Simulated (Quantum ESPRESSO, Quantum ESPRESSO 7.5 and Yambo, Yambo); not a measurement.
**AgBr (Fm-3m): G0W0 with Yambo, start to end**

How does a plane-wave GW calculation on AgBr (Fm-3m) run from the first input to the gap?

Main program and level: Quantum ESPRESSO 7.5 and Yambo 5.3.0; PBE and many-body steps on it, plane waves.

The database entry behind the starting cell differs from later determinations by our own check (about 0.6 % short of the room-temperature cell), so it need not match the best structure at ambient conditions.

## 1. Set-up

It takes space group Fm-3m (No. 225, cubic). The conventional cell has a = 5.740 Å, b = 5.740 Å, c = 5.740 Å, α = 90.00°, β = 90.00°, γ = 90.00°. Nearest to Ag lie 6 Br at 2.87 Å. Nearest to Br lie 6 Ag at 2.87 Å. Farther neighbours and most contacts between anions are not listed.

The cell and positions come from the Crystallography Open Database and are kept as given unless a step says otherwise.

## 2. Ground state

This step: Quantum ESPRESSO 7.5; DFT, PBE, plane waves, norm-conserving pseudopotentials.

The ground-state density comes first.

File pw.in:

```
&control
  calculation = 'scf'
  prefix = 'x'
  outdir = 'o'
  pseudo_dir = 'pseudo'
/
&system
  ibrav = 0
  nat = 2
  ntyp = 2
  ecutwfc = 76.0
  nbnd = 23
  force_symmorphic = .true.
/
&electrons
  conv_thr = 1e-10
  electron_maxstep = 80
  mixing_beta = 0.5
/
ATOMIC_SPECIES
  Ag 107.87 Ag.upf
  Br 79.904 Br.upf
CELL_PARAMETERS angstrom
  -0.0000000000 2.8701500000 2.8701500000
  2.8701500000 0.0000000000 2.8701500000
  2.8701500000 2.8701500000 0.0000000000
ATOMIC_POSITIONS crystal
  Ag 0.0000000000 0.0000000000 0.0000000000
  Br 0.5000000000 0.5000000000 0.5000000000
K_POINTS automatic
  6 6 6 0 0 0
```

The run is started by

```sh
OMP_NUM_THREADS=1 mpirun -n 4 pw.x -nk 4 -in pw.in > pw.out
```

Log:

```text
Program PWSCF v.7.5 starts

     This program is part of the open-source Quantum ESPRESSO suite
     for quantum simulation of materials; please cite
         "P. Giannozzi et al., J. Phys.:Condens. Matter 21 395502 (2009);
         "P. Giannozzi et al., J. Phys.:Condens. Matter 29 465901 (2017);
         "P. Giannozzi et al., J. Chem. Phys. 152 154105 (2020);
     in publications or presentations arising from this work. More details at
     Message from routine setup:
     using ibrav=0 with symmetry is DISCOURAGED, use correct ibrav instead

     G-vector sticks info

     bravais-lattice index     =            0
     lattice parameter (alat)  =       7.6704  a.u.
     unit-cell volume          =     319.1100 (a.u.)^3
     number of atoms/cell      =            2
     number of atomic types    =            2
     number of electrons       =        36.00
     number of Kohn-Sham states=           23
     kinetic-energy cutoff     =      76.0000  Ry
     charge density cutoff     =     304.0000  Ry
     scf convergence threshold =      1.0E-10
     mixing beta               =       0.5000
     number of iterations used =            8  plain     mixing
     Exchange-correlation= PBE
                           (   1   4   3   4   0   0   0)

     celldm(1)=   7.670408  celldm(2)=   0.000000  celldm(3)=   0.000000
     celldm(4)=   0.000000  celldm(5)=   0.000000  celldm(6)=   0.000000

     crystal axes: (cart. coord. in units of alat)
               a(1) = (  -0.000000   0.707107   0.707107 )
               a(2) = (   0.707107   0.000000   0.707107 )
               a(3) = (   0.707107   0.707107   0.000000 )

     reciprocal axes: (cart. coord. in units 2 pi/alat)
               b(1) = ( -0.707107  0.707107  0.707107 )
               b(2) = (  0.707107 -0.707107  0.707107 )
               b(3) = (  0.707107  0.707107 -0.707107 )
     Pseudo is Norm-conserving + core correction, Zval = 19.0
     Generated using ONCVPSP code by D. R. Hamann
     Using radial grid of 1538 points,  6 beta functions with:
     Pseudo is Norm-conserving + core correction, Zval = 17.0
     Generated using ONCVPSP code by D. R. Hamann
     Using radial grid of 1098 points,  6 beta functions with:
     Ag               19.00   107.87000     Ag( 1.00)
     Br               17.00    79.90400     Br( 1.00)

     48 Sym. Ops., with inversion, found

   Cartesian axes

     site n.     atom                  positions (alat units)
         1        Ag     tau(   1) = (   0.0000000   0.0000000   0.0000000  )
         2        Br     tau(   2) = (   0.7071068   0.7071068   0.7071068  )

     number of k points=    16
                       cart. coord. in units 2pi/alat
        k(    1) = (   0.0000000   0.0000000   0.0000000), wk =   0.0092593
        k(    2) = (   0.1178511   0.1178511  -0.1178511), wk =   0.0740741
        k(    3) = (   0.2357023   0.2357023  -0.2357023), wk =   0.0740741
        k(    4) = (  -0.3535534  -0.3535534   0.3535534), wk =   0.0370370
        k(    5) = (   0.2357023   0.0000000  -0.0000000), wk =   0.0555556
        k(    6) = (   0.3535534   0.1178511  -0.1178511), wk =   0.2222222
        k(    7) = (  -0.2357023  -0.4714045   0.4714045), wk =   0.2222222
        k(    8) = (  -0.1178511  -0.3535534   0.3535534), wk =   0.2222222
        k(    9) = (   0.0000000  -0.2357023   0.2357023), wk =   0.1111111
        k(   10) = (   0.4714045   0.0000000  -0.0000000), wk =   0.0555556
     [... 4 further rows ...]
        k(   15) = (  -0.1178511  -0.3535534   0.5892557), wk =   0.2222222
        k(   16) = (  -0.7071068   0.2357023   0.0000000), wk =   0.1111111

     Dense  grid:    28571 G-vectors     FFT dimensions: (  45,  45,  45)

     Initial potential from superposition of free atoms

     starting charge      35.9995, renormalised to      36.0000
     Starting wfcs are   19 randomized atomic wfcs +    4 random wfcs

     per-process dynamical memory:    25.1 Mb

     Self-consistent Calculation

     iteration #  1     ecut=    76.00 Ry     beta= 0.50

     Threshold (ethr) on eigenvalues was too large:
     Diagonalizing with lowered threshold

     total energy              =    -580.82680098 Ry
     estimated scf accuracy    <       0.02615972 Ry

     iteration #  2     ecut=    76.00 Ry     beta= 0.50

     total energy              =    -580.83395694 Ry
     estimated scf accuracy    <       0.00490549 Ry

     iteration #  3     ecut=    76.00 Ry     beta= 0.50

     total energy              =    -580.83484537 Ry
     estimated scf accuracy    <       0.00030269 Ry

     iteration #  4     ecut=    76.00 Ry     beta= 0.50

     total energy              =    -580.83487741 Ry
     estimated scf accuracy    <       0.00002288 Ry

     iteration #  5     ecut=    76.00 Ry     beta= 0.50

     total energy              =    -580.83487989 Ry
     estimated scf accuracy    <       0.00000155 Ry

     iteration #  6     ecut=    76.00 Ry     beta= 0.50

     total energy              =    -580.83488009 Ry
     estimated scf accuracy    <       0.00000002 Ry

     iteration #  7     ecut=    76.00 Ry     beta= 0.50

     total energy              =    -580.83488009 Ry
     estimated scf accuracy    <          2.1E-09 Ry

     iteration #  8     ecut=    76.00 Ry     beta= 0.50

     total energy              =    -580.83488010 Ry
     estimated scf accuracy    <          4.3E-10 Ry

     iteration #  9     ecut=    76.00 Ry     beta= 0.50

     End of self-consistent calculation

          k = 0.0000 0.0000 0.0000 (  3527 PWs)   bands (ev):

   -80.4270 -50.9589 -50.9589 -50.9585 -50.9585 -50.9585 -43.9487 -43.9487
   -43.9487  -5.3666   6.9216   6.9216   6.9216   6.9227   6.9227   7.7856
     7.7856   7.7856  10.3900  19.6462  19.6462  19.6462  20.8980

          k = 0.1179 0.1179-0.1179 (  3593 PWs)   bands (ev):

   -80.4272 -50.9590 -50.9590 -50.9585 -50.9585 -50.9585 -43.9491 -43.9488
   -43.9488  -5.2618   6.2563   6.3391   6.3391   6.9953   6.9953   7.3900
     8.4883   8.4883  11.7010  17.7741  18.8737  18.8737  20.6941

          k = 0.2357 0.2357-0.2357 (  3561 PWs)   bands (ev):

   -80.4270 -50.9590 -50.9590 -50.9585 -50.9585 -50.9585 -43.9499 -43.9489
   -43.9489  -5.0376   4.9735   5.7538   5.7538   7.1486   7.1486   7.4761
     9.3457   9.3457  13.2167  16.3783  17.1865  17.1865  21.0683

          k =-0.3536-0.3536 0.3536 (  3582 PWs)   bands (ev):

     [... further k-points ...]

     highest occupied, lowest unoccupied level (ev):     9.7176   10.3900

!    total energy              =    -580.83488010 Ry
     estimated scf accuracy    <          1.4E-11 Ry

     The total energy is the sum of the following terms:
     one-electron contribution =    -313.98120561 Ry
     hartree contribution      =     163.67628715 Ry
     xc contribution           =     -90.90372791 Ry
     ewald contribution        =    -339.62623373 Ry

     convergence has been achieved in   9 iterations

     XML data file, charge density, pseudopotentials, collected wavefunctions

=------------------------------------------------------------------------------=
   JOB DONE.
=------------------------------------------------------------------------------=
```

The job ended after 7.2 s (4 MPI ranks of Arm Neoverse V1, shared host; peak memory 0.27 GiB).

Numbers from this step:

```yaml
total_energy: -7902.6611 eV
gap: 0.6724 eV
k_of_the_valence_top: 0, 0, -0.5
k_of_the_conduction_bottom: 0, 0, 0
least_direct_gap: 2.604 eV
```

The gap is indirect, with the least direct gap 1.93 eV higher.

## 3. Bands along the symmetry lines

Levels along a band path, at the cheap level, show where the edges lie and whether the meshes to come will hold them.

File pw.in:

```
&control
  calculation = 'bands'
  prefix = 'x'
  outdir = 'o'
  pseudo_dir = 'pseudo'
/
&system
  ibrav = 0
  nat = 2
  ntyp = 2
  ecutwfc = 76.0
  nbnd = 24
  force_symmorphic = .true.
/
&electrons
  conv_thr = 1e-9
  electron_maxstep = 80
  diago_full_acc = .true.
  diago_thr_init = 5e-6
/
ATOMIC_SPECIES
  Ag 107.87 Ag.upf
  Br 79.904 Br.upf
CELL_PARAMETERS angstrom
  -0.0000000000 2.8701500000 2.8701500000
  2.8701500000 0.0000000000 2.8701500000
  2.8701500000 2.8701500000 0.0000000000
ATOMIC_POSITIONS crystal
  Ag 0.0000000000 0.0000000000 0.0000000000
  Br 0.5000000000 0.5000000000 0.5000000000
K_POINTS crystal
  50
  0.00000000 0.00000000 0.00000000 1
  0.06250000 0.00000000 0.06250000 1
  0.12500000 0.00000000 0.12500000 1
  0.18750000 0.00000000 0.18750000 1
  0.25000000 0.00000000 0.25000000 1
  0.31250000 0.00000000 0.31250000 1
  0.37500000 0.00000000 0.37500000 1
  0.43750000 0.00000000 0.43750000 1
  0.50000000 0.00000000 0.50000000 1
  0.51562500 0.03125000 0.51562500 1
  0.53125000 0.06250000 0.53125000 1
  0.54687500 0.09375000 0.54687500 1
  0.56250000 0.12500000 0.56250000 1
  0.57812500 0.15625000 0.57812500 1
  0.59375000 0.18750000 0.59375000 1
  0.60937500 0.21875000 0.60937500 1
  0.62500000 0.25000000 0.62500000 1
  0.37500000 0.37500000 0.75000000 1
  0.32812500 0.32812500 0.65625000 1
  0.28125000 0.28125000 0.56250000 1
  0.23437500 0.23437500 0.46875000 1
  0.18750000 0.18750000 0.37500000 1
  0.14062500 0.14062500 0.28125000 1
  0.09375000 0.09375000 0.18750000 1
  0.04687500 0.04687500 0.09375000 1
  0.00000000 0.00000000 0.00000000 1
  0.06250000 0.06250000 0.06250000 1
  0.12500000 0.12500000 0.12500000 1
  0.18750000 0.18750000 0.18750000 1
  0.25000000 0.25000000 0.25000000 1
  0.31250000 0.31250000 0.31250000 1
  0.37500000 0.37500000 0.37500000 1
  0.43750000 0.43750000 0.43750000 1
  0.50000000 0.50000000 0.50000000 1
  0.50000000 0.46875000 0.53125000 1
  0.50000000 0.43750000 0.56250000 1
  0.50000000 0.40625000 0.59375000 1
  0.50000000 0.37500000 0.62500000 1
  0.50000000 0.34375000 0.65625000 1
  0.50000000 0.31250000 0.68750000 1
  0.50000000 0.28125000 0.71875000 1
  0.50000000 0.25000000 0.75000000 1
  0.50000000 0.21875000 0.71875000 1
  0.50000000 0.18750000 0.68750000 1
  0.50000000 0.15625000 0.65625000 1
  0.50000000 0.12500000 0.62500000 1
  0.50000000 0.09375000 0.59375000 1
  0.50000000 0.06250000 0.56250000 1
  0.50000000 0.03125000 0.53125000 1
  0.50000000 0.00000000 0.50000000 1
```

Log:

```text
[banner, memory and clock lines left out]
Program PWSCF v.7.5 starts

     Atomic positions and unit cell read from directory:
     o/x.save/

     Message from routine setup:
     using ibrav=0 with symmetry is DISCOURAGED, use correct ibrav instead

     G-vector sticks info

     bravais-lattice index     =            0
     lattice parameter (alat)  =       7.6704  a.u.
     unit-cell volume          =     319.1100 (a.u.)^3
     number of atoms/cell      =            2
     number of atomic types    =            2
     number of electrons       =        36.00
     number of Kohn-Sham states=           24
     kinetic-energy cutoff     =      76.0000  Ry
     charge density cutoff     =     304.0000  Ry
     Exchange-correlation= PBE
                           (   1   4   3   4   0   0   0)

     celldm(1)=   7.670408  celldm(2)=   0.000000  celldm(3)=   0.000000
     celldm(4)=   0.000000  celldm(5)=   0.000000  celldm(6)=   0.000000

     crystal axes: (cart. coord. in units of alat)
               a(1) = (  -0.000000   0.707107   0.707107 )
               a(2) = (   0.707107   0.000000   0.707107 )
               a(3) = (   0.707107   0.707107   0.000000 )

     reciprocal axes: (cart. coord. in units 2 pi/alat)
               b(1) = ( -0.707107  0.707107  0.707107 )
               b(2) = (  0.707107 -0.707107  0.707107 )
               b(3) = (  0.707107  0.707107 -0.707107 )
     Pseudo is Norm-conserving + core correction, Zval = 19.0
     Generated using ONCVPSP code by D. R. Hamann
     Using radial grid of 1538 points,  6 beta functions with:
     Pseudo is Norm-conserving + core correction, Zval = 17.0
     Generated using ONCVPSP code by D. R. Hamann
     Using radial grid of 1098 points,  6 beta functions with:
     Ag               19.00   107.87000     Ag( 1.00)
     Br               17.00    79.90400     Br( 1.00)

     48 Sym. Ops., with inversion, found

   Cartesian axes

     site n.     atom                  positions (alat units)
         1        Ag     tau(   1) = (   0.0000000   0.0000000   0.0000000  )
         2        Br     tau(   2) = (   0.7071068   0.7071068   0.7071068  )

     number of k points=    50
                       cart. coord. in units 2pi/alat
        k(    1) = (   0.0000000   0.0000000   0.0000000), wk =   0.0400000
        k(    2) = (   0.0000000   0.0883883   0.0000000), wk =   0.0400000
        k(    3) = (   0.0000000   0.1767767   0.0000000), wk =   0.0400000
[...]
[... 38 further rows ...]
        k(   49) = (   0.0441942   0.7071068   0.0000000), wk =   0.0400000
        k(   50) = (   0.0000000   0.7071068   0.0000000), wk =   0.0400000

     Dense  grid:    28571 G-vectors     FFT dimensions: (  45,  45,  45)

     The potential is recalculated from file :
     o/x.save/charge-density

     Starting wfcs are   19 randomized atomic wfcs +    5 random wfcs

     Band Structure Calculation

     End of band structure calculation

          k = 0.0000 0.0000 0.0000 (  3527 PWs)   bands (ev):

   -80.4270 -50.9589 -50.9589 -50.9585 -50.9585 -50.9585 -43.9487 -43.9487
   -43.9487  -5.3666   6.9216   6.9216   6.9216   6.9226   6.9226   7.7856
     7.7856   7.7856  10.3900  19.6462  19.6462  19.6462  20.8980  21.5270

          k = 0.0000 0.0884 0.0000 (  3587 PWs)   bands (ev):

[...]
k = 0.0000 0.1768 0.0000 (  3591 PWs)   bands (ev):

[...]
k =-0.0000 0.2652 0.0000 (  3583 PWs)   bands (ev):

[...]
k = 0.0000 0.4419-0.0000 (  3559 PWs)   bands (ev):

[...]
k =-0.0000 0.5303 0.0000 (  3547 PWs)   bands (ev):

[...]
k = 0.0000 0.6187-0.0000 (  3559 PWs)   bands (ev):

[...]
k = 0.4640 0.4640-0.0000 (  3578 PWs)   bands (ev):

[...]
k = 0.3315 0.3315-0.0000 (  3561 PWs)   bands (ev):

[...]
k = 0.3094 0.7071-0.0000 (  3576 PWs)   bands (ev):

[...]
k = 0.2210 0.7071-0.0000 (  3576 PWs)   bands (ev):

[...]
k = 0.1768 0.7071-0.0000 (  3560 PWs)   bands (ev):

[...]
k = 0.0442 0.7071 0.0000 (  3558 PWs)   bands (ev):

[...]
k = 0.0000 0.7071 0.0000 (  3572 PWs)   bands (ev):

[...]
-43.9494  -4.8887   5.4380   6.6483   6.8811   6.8811   7.0829   7.3319
     7.3319   7.4335  11.3211  16.7790  18.7866  20.7737  20.7737  24.6711

     XML data file, pseudopotentials, collected wavefunctions
```

Elapsed: 5.6 s, on 4 MPI ranks; peak memory 0.22 GiB.

This step gave:

```
gap                        : 0.6724 eV
k of the valence top       : 0.5, 0.5, 0.5
k of the conduction bottom : 0, 0, 0
least direct gap           : 2.604 eV
```

The gap is 0.672 eV, as in the run before at this level.

The electronic bands at the labelled points (eV, zero at the top of the highest filled band):

```
    point  band 15  band 16  band 17  band 18  band 19  band 20  band 21  band 22
        Γ    -2.79    -1.93    -1.93    -1.93     0.67     9.93     9.93     9.93
  halfway    -2.72    -1.86    -1.86    -1.64     3.28     6.69     7.83     9.50
        X    -2.63    -2.39    -2.39    -2.28     1.60     7.06     9.07    11.06
  halfway    -2.40    -2.34    -2.13    -1.99     2.02     7.07     8.81    10.41
        U    -2.44    -2.22    -2.02    -1.21     2.97     6.84     8.24     9.19
jump to K    -2.44    -2.22    -2.02    -1.21     2.97     6.84     8.24     9.19
  halfway    -2.56    -2.06    -1.79    -0.21     3.79     6.49     7.48     7.82
        Γ    -2.79    -1.93    -1.93    -1.93     0.67     9.93     9.93     9.93
  halfway    -2.65    -2.31    -0.77    -0.77     2.88     7.17     8.24     8.24
        L    -2.49    -2.15     0.00     0.00     3.74     6.59     6.77     6.77
  halfway    -2.48    -2.20    -1.20    -0.61     4.50     5.25     7.84     7.93
        W    -2.37    -2.29    -2.29    -1.53     3.79     7.15     7.68     7.68
  halfway    -2.39    -2.38    -2.33    -1.77     2.46     7.16     8.58     9.12
        X    -2.63    -2.39    -2.39    -2.28     1.60     7.06     9.07    11.06
```

[end of part 1 of 3]

[Paths, hosts, dates, memory and timing lines, banners, echoed tables and standing remarks are left out of the program output.]

[Logs are printed without paths, hosts, clocks, repeated set-up lines and the standing remarks that a program may print on its own settings, such as how far it seeks lower states.]

[Runs of the session that timed out or met a known fault of the program may be left out.]

[Hosts, paths, dates, database ids (printed as entryN), source tags and the programs' standing remarks are cut or masked in the printed files.]
